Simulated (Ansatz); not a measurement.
# SiC (P6_3mc): elasticity against pressure

```yaml
crystal:
  lattice:
    - [3.07577, 0.00000, 0.00000]
    - [-1.53789, 2.66370, 0.00000]
    - [0.00000, 0.00000, 5.04753]
  atoms:
    - { symbol: Si, position: [0.33333, 0.66667, 0.00459] }
    - { symbol: Si, position: [0.66667, 0.33333, 0.50459] }
    - { symbol: C, position: [0.33333, 0.66667, 0.38041] }
    - { symbol: C, position: [0.66667, 0.33333, 0.88041] }
```

This is the zero-pressure cell. At each pressure cell and atoms are relaxed in this structure, and the constants are slopes of the stress at strains of ±0.005 with relaxed ions (the coefficients that govern stability under load). Level: PBEsol, PAW on Ansatz 0.2.0's default frozen-core files (fitted under PBE), scalar-relativistic; k mesh 8×8×6, strains of ±0.005, fixed occupations, cutoff 420 eV. P is the pressure of the relaxed cell, less that of this one.

```csv
P (GPa),V/V₀,C11 (GPa),C12 (GPa),C13 (GPa),C33 (GPa),C44 (GPa)
0.00,1.0000,503.7,111.1,57.5,544.4,149.8
0.96,0.9957,508.9,114.7,60.2,549.9,150.1
1.95,?,?,?,?,?,?
3.96,0.9830,524.3,125.5,68.8,566.9,151.1
6.97,0.9709,539.0,136.3,77.4,583.4,151.9
9.97,0.9595,552.9,146.7,86.1,599.7,152.7
14.97,0.9419,575.8,164.3,100.5,625.1,153.6
```

Problem. Does the bulk modulus from the constants agree with the pressure-volume curve?

Solution. A third-order Birch-Murnaghan fit to the volumes shown (F against f, f = [(V₀/V)^(2/3) − 1]/2) gives B₀ = 222.7 GPa and B′ = 3.9. Its −V dP/dV stands beside the Reuss value 1/ΣS_ij (i, j ≤ 3):

```
P (GPa)  from P(V)  from the constants
   0.00      222.7               222.6
   0.96      226.4               226.4
   3.96      237.8               237.9
   6.97      249.2               249.3
   9.97      260.5               260.3
  14.97      279.0               278.6
```

Problem. What are the pressure derivatives at zero pressure?

Solution. Slopes at V₀ of quadratic fits in −ln(V/V₀) through the first four rows shown, divided by B₀: dC11/dP = 5.4, dC12/dP = 3.7, dC13/dP = 2.8, dC33/dP = 5.8, dC44/dP = 0.4. The mean slopes up to 4.0 GPa are 5.2, 3.6, 2.8, 5.7, 0.3; curvature and scatter of the constants part the two.

Problem. Fill the row at 1.95 GPa.

Solution. Cubic fits in −ln(V/V₀) through all rows shown give C11 = 514.1, C12 = 118.3, C13 = 63.0, C33 = 555.5, C44 = 150.4 GPa. Computed: V/V₀ = 0.9914, C11 (GPa) = 514.1, C12 (GPa) = 118.3, C13 (GPa) = 63.1, C33 (GPa) = 555.7, C44 (GPa) = 150.5.

Problem. Does a shear stiffness soften?

Solution. C44 goes from 149.8 to 153.6 GPa; (C11 − C12)/2 goes from 196.3 to 205.7 GPa. Neither ends more than 3 % under its start, and the lattice stays mechanically stable over this range.

Keep in mind: no other phase was computed; many crystals of this kind change structure within this range, and rows or crossings beyond such a change describe a metastable lattice; frozen-core PAW files fitted under PBE, their cores solved anew for the functional of the run; constants at zero field, no piezoelectric stiffening; phonons weren't checked at these pressures.
